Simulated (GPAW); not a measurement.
The system is SnSe2.

```xyz
3
Lattice="3.8110 0.0000 0.0000 -1.9055 3.3004 0.0000 0.0000 0.0000 6.1360" Properties=species:S:1:pos:R:3 pbc="T T T"
Sn    0.0000    0.0000    0.0000
Se    1.9055    1.1001    4.6081
Se    0.0000    2.2003    1.5279
```

| Item | Value |
| --- | --- |
| Program | GPAW 26.7.0 |
| Task | relaxation of cell and atoms |
| Functional | PBE |
| Dispersion | D3 |
| Potentials or basis | GPAW PAW data sets (gpaw-data 1.2.1) |
| Cutoff | 600 eV |
| Basis | pw |
| k mesh | 6 × 6 × 3 |
| Occupations | fermi-dirac, width 0.05 eV |
| Spin | no spin polarisation |

At the start: pressure 4.1 GPa; volume 25.73 Å³/atom.

Question: How do energy, volume and symmetry change on relaxing?

Answer: Over 14 steps the energy falls by 21.9 meV/atom and the volume is 26.87 Å³/atom (+4.5 %); space group P-3m1 (No. 164, to 0.05 Å).

Step by step:
| step | energy change (eV) | largest force (eV/Å) | pressure (GPa) | volume (Å³) |
| --- | --- | --- | --- | --- |
| 1 | 0.0000 | 0.7537 | 4.12 | 77.18 |
| 2 | -0.0305 | 0.5353 | 2.96 | 77.91 |
| 3 | -0.0651 | 0.0117 | 0.28 | 79.85 |
| 4 | -0.0653 | 0.0191 | 0.11 | 80.00 |
| 5 | -0.0653 | 0.0227 | 0.08 | 80.04 |
| 6 | -0.0654 | 0.0253 | -0.02 | 80.22 |
| 7 | -0.0655 | 0.0171 | -0.04 | 80.33 |
| 8 | -0.0655 | 0.0055 | -0.02 | 80.37 |
| 9 | -0.0655 | 0.0002 | 0.00 | 80.37 |
| 10 | -0.0656 | 0.0067 | 0.03 | 80.38 |
| 11 | -0.0656 | 0.0130 | 0.06 | 80.40 |
| 12 | -0.0657 | 0.0154 | 0.07 | 80.47 |
| 13 | -0.0656 | 0.0100 | 0.05 | 80.57 |
| 14 | -0.0656 | 0.0028 | 0.01 | 80.62 |

Final structure:
```xyz
3
Lattice="3.8538 0.0000 0.0000 -1.9269 3.3375 0.0000 0.0000 0.0000 6.2678" Properties=species:S:1:pos:R:3 pbc="T T T"
Sn    0.0000    0.0000    0.0000
Se    1.9269    1.1125    4.6785
Se    0.0000    2.2250    1.5894
```

Caveat: later steps reuse the first step's grids.
